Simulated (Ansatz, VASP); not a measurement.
Os in VASP and in Ansatz

```
CELL_PARAMETERS angstrom
2.73410 0.00000 0.00000
-1.36705 2.36780 0.00000
0.00000 0.00000 4.31970
ATOMIC_POSITIONS crystal
Os 0.66667 0.33333 0.75000
Os 0.33333 0.66667 0.25000
```

Alike in both runs: task single point; functional PBE; k mesh 11 × 11 × 6; occupations gaussian, width 0.028 eV; no spin polarisation.

```csv
,VASP,Ansatz
version,VASP 6.6.1,Ansatz 0.2.0
potentials or method,"VASP PAW PBE potentials, release 64 (Os)",Ansatz PAW
plane-wave cutoff (eV),520,420
valence electrons in the cell,16,32
```

Ansatz gave:

```
gap on the k mesh at the Fermi level (eV)       : none
pressure (GPa)                                  : 8.8
largest component of the traceless stress (GPa) : 0.26
```

Q: Which values does VASP return?

A: gap on the k mesh at the Fermi level (eV): none; pressure (GPa): 8.8; largest component of the traceless stress (GPa): 0.19.

A gap of «none» marks a metal or a gap that the smearing closes. The two sets of potentials don't hold the same shells in valence.

The runs have no spin-orbit coupling, so splittings on Os are missing.
